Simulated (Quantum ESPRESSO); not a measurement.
Set up this calculation in Quantum ESPRESSO 7.5, as the native input.

```
Task                : single point
Functional          : PBEsol
Potentials or basis : GBRV 1.5 PBEsol
Cutoff              : 612 eV
Density cutoff      : 4898 eV
k mesh              : 11 × 11 × 3
Occupations         : fermi-dirac, width 0.05 eV
Spin                : collinear spin, ferromagnetic start
Starting moments    : [4.0, 4.0, 0.0, 0.0, 0.0, 0.0] μB
Mixing beta         : 0.3
Most SCF iterations : 120
SCF threshold       : 1.2e-09 Ry
```

MnO2:

```
Mn O
1.0
     2.85496    0.00000    0.00000
    -1.42748    2.47246    0.00000
     0.00000    0.00000   10.22174
Mn O
2 4
Direct
  0.00000 0.00000 0.50000
  0.00000 0.00000 0.00000
  0.66667 0.33333 0.40686
  0.66667 0.33333 0.09314
  0.33333 0.66667 0.59314
  0.33333 0.66667 0.90686
```

Measurements of this composition are mostly on another form, of space group No. 136.

One way to write it, as run:

pw.in

```
&CONTROL
  calculation = 'scf'
  prefix = 'pwscf'
  outdir = './tmp'
  pseudo_dir = './pseudo'
  tprnfor = .true.
  tstress = .true.
  disk_io = 'low'
/
&SYSTEM
  ibrav = 0
  celldm(1) = 8
  nat = 6
  ntyp = 2
  ecutwfc = 45
  ecutrho = 360
  nbnd = 40
  occupations = 'smearing'
  smearing = 'fd'
  degauss = 0.00367493
  nspin = 2
  starting_magnetization(1) = 0.2667
  starting_magnetization(2) = 0
/
&ELECTRONS
  conv_thr = 1.2d-09
  electron_maxstep = 120
  mixing_beta = 0.3
/
ATOMIC_SPECIES
Mn    54.9380 mn_pbesol_v1.5.uspp.F.UPF
O     15.9990 o_pbesol_v1.2.uspp.F.UPF
CELL_PARAMETERS alat
  0.6743854842663   0.0000000000000   0.0000000000000
 -0.3371927421213   0.5840349613178   0.0000000000000
  0.0000000000000   0.0000000000000   2.4145367838728
ATOMIC_POSITIONS crystal
Mn     0.0000000000    0.0000000000    0.5000000000
Mn     0.0000000000    0.0000000000    0.0000000000
O      0.6666666667    0.3333333333    0.4068564500
O      0.6666666667    0.3333333333    0.0931435500
O      0.3333333333    0.6666666667    0.5931435500
O      0.3333333333    0.6666666667    0.9068564500
K_POINTS automatic
11 11 3 0 0 0
```

pp_density.in

```
&INPUTPP
  prefix = 'pwscf'
  outdir = './tmp'
  filplot = 'density.dat'
  plot_num = 0
/
&PLOT
  nfile = 1
  filepp(1) = 'density.dat'
  iflag = 3
  output_format = 6
  fileout = 'density.cube'
/
```

pp_potential.in

```
&INPUTPP
  prefix = 'pwscf'
  outdir = './tmp'
  filplot = 'potential.dat'
  plot_num = 11
/
&PLOT
  nfile = 1
  filepp(1) = 'potential.dat'
  iflag = 3
  output_format = 6
  fileout = 'potential.cube'
/
```

pp_spin.in

```
&INPUTPP
  prefix = 'pwscf'
  outdir = './tmp'
  filplot = 'spin.dat'
  plot_num = 6
/
&PLOT
  nfile = 1
  filepp(1) = 'spin.dat'
  iflag = 3
  output_format = 6
  fileout = 'spin.cube'
/
```

Potentials or basis: GBRV 1.5 PBEsol.

Launch:

```console
$ OMP_NUM_THREADS=1 mpirun -n 2 pw.x -nk 2 -in pw.in > pw.out
$ OMP_NUM_THREADS=1 mpirun -n 1 pp.x -in pp_density.in > pp_density.out
$ OMP_NUM_THREADS=1 mpirun -n 1 pp.x -in pp_potential.in > pp_potential.out
$ OMP_NUM_THREADS=1 mpirun -n 1 pp.x -in pp_spin.in > pp_spin.out
```

It gave:

- Pressure: -1.7 GPa
- Largest force: 0.148 eV/Å
- Band gap on the k mesh: 0.81 eV, indirect (least direct gap 0.85 eV)
- Net moment: 6.00 μB per cell
- Absolute moment: 6.11 μB per cell
- Site moments: Mn +2.52; O +0.04 μB
- Valence electrons inside the program's atomic spheres: Mn 11.74; O 5.23

Caveat: an odd mesh through Γ misses points on the zone boundary, where band edges often lie; only a ferromagnetic start was run, and an antiferromagnetic order may lie lower in energy.

It took 86 s on 2 MPI ranks on Intel(R) Xeon(R) Platinum 8488C (Sapphire Rapids), with other jobs on the host, peak memory 0.44 GiB a rank.
